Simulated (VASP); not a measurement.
# Te (R-3m) in VASP: further runs

Aim: see how the results for Te move with the level of theory and the settings. Levels: AM05, PW91, r2SCAN, SCAN. Tasks: relaxation of cell and atoms.

Everything below comes from runs of VASP 6.6.1. Logs are shortened: lines on timing, memory, paths and dates and some standing lists are left out, and cuts for length are marked.

## (1) Starting point

Symmetry: R-3m, No. 166, trigonal system. Conventional cell: a = 4.612 Å, b = 4.612 Å, c = 5.073 Å, α = 90.00°, β = 90.00°, γ = 120.00°. Te (site symmetry -3m) has 6 Te at 3.15 Å as nearest neighbours.

This isn't the form of Te at room conditions, which is trigonal, of chains.

## (2) Relaxation of cell and atoms, AM05

INCAR reads:

```
SYSTEM = Te
  ALGO = Normal
  EDIFF = 1E-7
  EDIFFG = -0.01
  ENCUT = 600
  GGA = AM
  IBRION = 2
  ISIF = 3
  ISMEAR = -1
  LASPH = .TRUE.
  LCHARG = .FALSE.
  LREAL = .FALSE.
  LWAVE = .FALSE.
  NELM = 80
  NSW = 40
  PREC = Accurate
  SIGMA = 0.05
```

KPOINTS reads:

```
k-points
0
G
  9 9 9
  0 0 0
```

POSCAR reads:

```
Te
1.0
    2.3059043427      1.3313144930      1.6909537039
   -2.3059043427      1.3313144930      1.6909537039
    0.0000000000     -2.6626289860      1.6909537039
Te
1
Direct
    0.5000000000      0.5000000000      0.5000000000
```

Potentials or basis: VASP PAW PBE potentials, release 64 (Te).

On the command line:

```bash
> cat potpaw_PBE.64/Te/POTCAR > POTCAR
> mpirun -np 1 vasp_std > vasp.out
```

OUTCAR:

```text
SYSTEM = Te
   EDIFF = 1E-7
   EDIFFG = -0.01
   ENCUT = 600
   GGA = AM
   IBRION = 2
   ISIF = 3
   ISMEAR = -1
   LASPH = .TRUE.
   LREAL = .FALSE.
   NELM = 80
   NSW = 40
   PREC = Accurate

 ion  position               nearest neighbor table
   1  0.500  0.500  0.500-

  LATTYP: Found a trigonal (rhomboedric) cell.
 ALAT       =     3.1541904739
 COS(alpha) =    -0.0688991668

  Lattice vectors:

 A1 = (   2.3059043427,   1.3313144930,   1.6909537039)
 A2 = (  -2.3059043427,   1.3313144930,   1.6909537039)
 A3 = (   0.0000000000,  -2.6626289860,   1.6909537039)

Analysis of symmetry for initial positions (statically):
=====================================================================
 Subroutine PRICEL returns:
 Original cell was already a primitive cell.

 Routine SETGRP: Setting up the symmetry group for a
 trigonal (rhombohedral) supercell.

 Subroutine GETGRP returns: Found 12 space group operations
 (whereof 12 operations were pure point group operations)
 out of a pool of 12 trial point group operations.

The static configuration has the point symmetry D_3d.

Analysis of symmetry for dynamics (positions and initial velocities):
=====================================================================
 Subroutine PRICEL returns:
 Original cell was already a primitive cell.

 Routine SETGRP: Setting up the symmetry group for a
 trigonal (rhombohedral) supercell.

 Subroutine GETGRP returns: Found 12 space group operations
 (whereof 12 operations were pure point group operations)
 out of a pool of 12 trial point group operations.

The dynamic configuration has the point symmetry D_3d.

 Subroutine INISYM returns: Found 12 space group operations
 (whereof 12 operations are pure point group operations),
 and found     1 'primitive' translations

----------------------------------------------------------------------------------------

                                     Primitive cell

  volume of cell :      31.1462

  direct lattice vectors                    reciprocal lattice vectors
     2.305904343  1.331314493  1.690953704     0.216834667  0.125189553  0.197127415
    -2.305904343  1.331314493  1.690953704    -0.216834667  0.125189553  0.197127415
     0.000000000 -2.662628986  1.690953704     0.000000000 -0.250379107  0.197127415

  length of vectors
     3.154190474  3.154190474  3.154190474     0.318667405  0.318667405  0.318667405

  position of ions in fractional coordinates (direct lattice)
     0.500000000  0.500000000  0.500000000

  ion indices of the primitive-cell ions
   primitive index   ion index
                 1           1

----------------------------------------------------------------------------------------

 KPOINTS: k-points

Automatic generation of k-mesh.
 Grid dimensions read from file:
 generate k-points for:    9    9    9

 Generating k-lattice:

  Cartesian coordinates                     Fractional coordinates (reciprocal lattice)
     0.024092741  0.013909950  0.021903046     0.111111111  0.000000000  0.000000000
    -0.024092741  0.013909950  0.021903046     0.000000000  0.111111111  0.000000000
     0.000000000 -0.027819901  0.021903046     0.000000000  0.000000000  0.111111111

  Length of vectors
     0.035407489  0.035407489  0.035407489

  Shift w.r.t. Gamma in fractional coordinates (k-lattice)
     0.000000000  0.000000000  0.000000000

 Subroutine IBZKPT returns following result:
 ===========================================

 Found     85 irreducible k-points:

 Following reciprocal coordinates:
            Coordinates               Weight
  0.000000  0.000000  0.000000      1.000000
  0.111111  0.000000  0.000000      6.000000
  0.222222  0.000000  0.000000      6.000000
  0.333333  0.000000  0.000000      6.000000
  0.444444  0.000000  0.000000      6.000000
  0.111111  0.111111  0.000000      6.000000
[... 16 lines left out ...]
 -0.333333  0.333333  0.000000      6.000000
  0.444444  0.444444  0.000000      6.000000
 [... further k-points ...]
   k-points           NKPTS =     85   k-points in BZ     NKDIM =     85   number of bands    NBANDS=      7
   number of dos      NEDOS =    301   number of ions     NIONS =      1
   total plane-waves  NPLWV =  21952
   dimension x,y,z NGX =    28 NGY =   28 NGZ =   28
   dimension x,y,z NGXF=    56 NGYF=   56 NGZF=   56
   ions per type =               1
   NGX,Y,Z   is equivalent  to a cutoff of  14.76, 14.76, 14.76 a.u.
   NGXF,Y,Z  is equivalent  to a cutoff of  29.52, 29.52, 29.52 a.u.
 SYSTEM =  Te
   PREC   = accura    normal or accurate (medium, high low for compatibility)
   ISTART =      0    job   : 0-new  1-cont  2-samecut
   ICHARG =      2    charge: 1-file 2-atom 10-const
   ISPIN  =      1    spin polarized calculation?
   LNONCOLLINEAR =      F non collinear calculations
   LSORBIT =      F    spin-orbit coupling
   LASPH  =      T    aspherical Exc in radial PAW
   ENCUT  =  600.0 eV  44.10 Ry    6.64 a.u.   6.30  6.30  6.30*2*pi/ulx,y,z
   NELM   =     80;   NELMIN=  2; NELMDL= -5     # of ELM steps
   EDIFF  = 0.1E-06   stopping-criterion for ELM
   LREAL  =      F    real-space projection
   EDIFFG = -.1E-01   stopping-criterion for IOM
   NSW    =     40    number of steps for IOM
   IBRION =      2    ionic relax: 0-MD 1-quasi-New 2-CG
   NFREE  =      1    steps in history (QN), initial steepest desc. (CG)
   ISIF   =      3    stress and relaxation
   ISYM   =      2    0-nonsym 1-usesym 2-fastsym
   POTIM  = 0.5000    time-step for ionic-motion
   TEBEG  =    0.0;   TEEND  =   0.0 temperature during run
   PSTRESS=    0.0 pullay stress
   NELECT =       6.0000    total number of electrons
   NUPDOWN=      -1.0000    fix difference up-down
   EMIN   =  10.00;   EMAX   =-10.00  energy-range for DOS
   EFERMI =   0.00;   METHOD = LEGACY
   ISMEAR =    -1;   SIGMA  =   0.05  broadening in eV -4-tet -1-fermi 0-gaus
   EFERMI_NEDOS =   21; number of points for ismear=-14 and -15
   IALGO  =     38    algorithm
   IMIX   =      4    mixing-type and parameters
     AMIX     =   0.40;   BMIX     =  1.00
     AMIX_MAG =   1.60;   BMIX_MAG =  1.00
  volume/ion in A,a.u.               =      31.15       210.18
  Fermi-wavevector in a.u.,A,eV,Ry     =   0.945490  1.786717 12.162947  0.893951
  Thomas-Fermi vector in A             =   2.073397
   LORBIT       =      0    0 simple, 1 ext, 2 COOP (PROOUT), +10 PAW based schemes
   GGA     = AM    functional components
   LHFCALC =     F    Hartree Fock is set to
   AEXX    =    0.0000 exact exchange contribution
   IVDW    =     0    specifies the selected vdW correction
   LEPSILON=     F    determine dielectric tensor
   LRPA    =     F    only Hartree local field effects (RPA)
 conjugate gradient relaxation of ions
 non-spin polarized calculation
  energy-cutoff  :      600.00
  volume of cell :       31.15
 maximum number of plane-waves:      1069
 NGX is ok and might be reduce to    28
   NGX = 13   NGY = 13   NGZ = 13

--------------------------------------- Ionic step        1  -------------------------------------------

 number of electron       5.9999999 magnetization

 Free energy of the ion-electron system (eV)
  ---------------------------------------------------
  ext. energy  EPLUGINS =         0.00000000
  ---------------------------------------------------
  free energy    TOTEN  =        -3.20229529 eV

  energy without entropy =       -3.19690519  energy(sigma->0) =       -3.19960024

------------------------ aborting loop because EDIFF is reached ----------------------------------------

  FORCE on cell =-STRESS in cart. coord.  units (eV):
  Direction    XX          YY          ZZ          XY          YZ          ZX
  --------------------------------------------------------------------------------------
  -------------------------------------------------------------------------------------
  Total        0.0086837      0.0086837      0.0569782      0.0000000      0.0000000      0.0000000
  in kB        0.4466933      0.4466933      2.9309893      0.0000000      0.0000000      0.0000000
  external PRESSURE =       1.2747920 kB  Pullay stress =       0.0000000 kB

 VOLUME and BASIS-vectors are now :
 -----------------------------------------------------------------------------
  energy-cutoff  :      600.00
  volume of cell :       31.15
      direct lattice vectors                 reciprocal lattice vectors
     2.305904343  1.331314493  1.690953704     0.216834667  0.125189553  0.197127415
    -2.305904343  1.331314493  1.690953704    -0.216834667  0.125189553  0.197127415
     0.000000000 -2.662628986  1.690953704     0.000000000 -0.250379107  0.197127415
[... 246 lines left out ...]
 POSITION                                       TOTAL-FORCE (eV/Angst)
 -----------------------------------------------------------------------------------
      0.00000      0.00000      2.63231         0.000000      0.000000      0.000000
 -----------------------------------------------------------------------------------
    total drift:                               -0.000000     -0.000000      0.000000

  FREE ENERGIE OF THE ION-ELECTRON SYSTEM (eV)
  ---------------------------------------------------
  free  energy   TOTEN  =        -3.2039549177 eV

  energy  without entropy=       -3.1991265308  energy(sigma->0) =       -3.20154072

--------------------------------------- Ionic step        9  -------------------------------------------

 number of electron       5.9999999 magnetization

 Free energy of the ion-electron system (eV)
  ---------------------------------------------------
  ext. energy  EPLUGINS =         0.00000000
  ---------------------------------------------------
  free energy    TOTEN  =        -3.20398047 eV

  energy without entropy =       -3.19913837  energy(sigma->0) =       -3.20155942

 E-fermi :   6.9118     XC(G=0):  -9.5118

 val. band max:        6.9116966281   @ k =  -0.1111   0.1111   0.0000
 cond. band min:       6.9142786428   @ k =  -0.3333   0.4444   0.2222
 fundamental gap:      0.0025820147
 Fermi energy:         6.9118450161

 k-point     1 :       0.0000    0.0000    0.0000
  band No.  band energies     occupation
      1      -7.0410      2.00000
      2       7.9730      0.00000
      3       8.2130      0.00000
      4       8.2130      0.00000
      5      12.9033      0.00000
      6      12.9033      0.00000
      7      13.4904      0.00000

 k-point     2 :       0.1111    0.0000    0.0000
  band No.  band energies     occupation
      1      -6.8890      2.00000
      2       6.5971      1.99631
      3       8.1929      0.00000
      4       8.3476      0.00000
      5      13.0437      0.00000
      6      13.4160      0.00000
      7      14.9620      0.00000
[... 201 lines left out ...]
 k-point    23 :      -0.3333    0.3333    0.0000
  band No.  band energies     occupation
      1      -4.6502      2.00000
      2       3.3113      2.00000
      3       3.3498      2.00000
      4      10.0995      0.00000
      5      11.2049      0.00000
      6      15.7183      0.00000
      7      19.2779      0.00000

 k-point    24 :       0.4444    0.4444    0.0000
  band No.  band energies     occupation
      1      -3.4886      2.00000
      2       2.1949      2.00000
      3       2.5464      2.00000
      4       9.2076      0.00000
      5      10.8417      0.00000
      6      17.4125      0.00000
      7      19.2384      0.00000

 [... further k-points ...]

------------------------ aborting loop because EDIFF is reached ----------------------------------------

  FORCE on cell =-STRESS in cart. coord.  units (eV):
  Direction    XX          YY          ZZ          XY          YZ          ZX
  --------------------------------------------------------------------------------------
  -------------------------------------------------------------------------------------
  Total        0.0018083      0.0018083      0.0089530     -0.0000000      0.0000000      0.0000000
  in kB        0.0922507      0.0922507      0.4567301     -0.0000000      0.0000000      0.0000000
  external PRESSURE =       0.2137438 kB  Pullay stress =       0.0000000 kB

 VOLUME and BASIS-vectors are now :
 -----------------------------------------------------------------------------
  energy-cutoff  :      600.00
  volume of cell :       31.41
      direct lattice vectors                 reciprocal lattice vectors
     2.271978052  1.311727140  1.756396521     0.220072548  0.127058945  0.189782506
    -2.271978052  1.311727140  1.756396521    -0.220072548  0.127058945  0.189782506
     0.000000000 -2.623454280  1.756396521     0.000000000 -0.254117890  0.189782506

 POSITION                                       TOTAL-FORCE (eV/Angst)
 -----------------------------------------------------------------------------------
      0.00000      0.00000      2.63459         0.000000      0.000000     -0.000000
 -----------------------------------------------------------------------------------
    total drift:                               -0.000000     -0.000000      0.000000

  FREE ENERGIE OF THE ION-ELECTRON SYSTEM (eV)
  ---------------------------------------------------
  free  energy   TOTEN  =        -3.2039804658 eV

  energy  without entropy=       -3.1991383746  energy(sigma->0) =       -3.20155942

 reached required accuracy - stopping structural energy minimisation
```

Wall time 69 s (1 thread of AMD EPYC 9R45 (Zen 5), shared host); peak memory 0.14 GiB.

Results:

```
Free energy                            : -3.2040 eV
Relaxed volume                         : 31.41 Å³/atom
Relaxed cell                           : a = 3.157 Å, b = 3.157 Å, c = 3.157 Å, α = 92.05°, β = 92.05°, γ = 92.05°
Space group after relaxing (to 0.05 Å) : R-3m (No. 166)
Energy gained by relaxing              : 1.7 meV/atom
Ionic steps                            : 9
Pressure after relaxing                : 0.0 GPa
Band gap on the k mesh                 : none (metal or under the smearing width)
```

The path:
```csv
step,energy change (eV),largest force (eV/Å),pressure (GPa),volume (Å³)
1,0.0000,0.0000,0.13,31.15
2,-0.0001,0.0000,-0.05,31.26
3,-0.0001,0.0000,-0.15,31.32
4,-0.0002,0.0000,-0.16,31.34
5,-0.0004,0.0000,-0.17,31.38
6,-0.0008,0.0000,-0.21,31.45
7,-0.0014,0.0000,-0.33,31.59
8,-0.0017,0.0000,-0.08,31.46
9,-0.0017,0.0000,0.02,31.41
```

Final structure:
```xyz
1
Lattice="2.2720 1.3117 1.7564 -2.2720 1.3117 1.7564 0.0000 -2.6235 1.7564" Properties=species:S:1:pos:R:3 pbc="T T T"
Te    0.0000    0.0000    2.6346
```

Caveat: the PAW data sets were made with another functional, which shifts forces and pressure a little. The run has no spin-orbit coupling, so splittings on Te are missing.

[end of part 1 of 2]
